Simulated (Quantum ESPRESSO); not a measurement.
Crystal: Bi.

```
Bi
1.0
    -1.98143    1.98143    1.98143
     1.98143   -1.98143    1.98143
     1.98143    1.98143   -1.98143
Bi
1
Cartesian
  0.0000 0.0000 0.0000
```

This isn't the form of Bi at room conditions, which is rhombohedral.

- Program: Quantum ESPRESSO 7.5
- Task: phonons and electron-phonon coupling
- Functional: PBE
- Potentials or basis: GBRV 1.5 PBE
- Cutoff: 612 eV
- Density cutoff: 4898 eV
- k mesh: 8 × 8 × 8
- Occupations: methfessel-paxton, width 0.272 eV
- Spin: no spin polarisation
- Mixing beta: 0.5
- Most SCF iterations: 120
- SCF threshold: 2e-10 Ry
- q mesh: 4 × 4 × 4

The cell and the atoms were relaxed first, to 31.24 Å³/atom (a = 3.437 Å, b = 3.437 Å, c = 3.437 Å, α = 109.47°, β = 109.47°, γ = 109.47°), and the response was taken there.

Problem. Is this structure dynamically stable at this level, and how far does the spectrum reach?

Solution. No: the interpolated spectrum has imaginary modes, down to 56i cm⁻¹ near N. The highest frequency is 60 cm⁻¹.

Phonon frequencies at the corners of the path (cm⁻¹, interpolated; i marks imaginary ones):
| point | frequencies |
| --- | --- |
| Γ | 0 0 0 |
| H | 29i 29i 29i |
| N | 56i 22i 53 |
| P | 38 38 38 |

Phonon states per cell in windows of 10 cm⁻¹ (negative: imaginary):
```
from (cm⁻¹)  total
        -60   0.00
        -50   0.14
        -40   0.37
        -30   0.22
        -20   0.19
        -10   0.22
          0   0.21
         10   0.23
         20   0.29
         30   0.32
         40   0.37
         50   0.41
         60   0.00
```

Caveat: the mesh is thin for the phonons of a metal; some modes are imaginary; the interpolated spectrum has imaginary branches, which spoil the λ, ω_log and α²F that the log prints; λ from interpolated matrix elements is rough: modes that symmetry makes equal can differ by tens of percent.
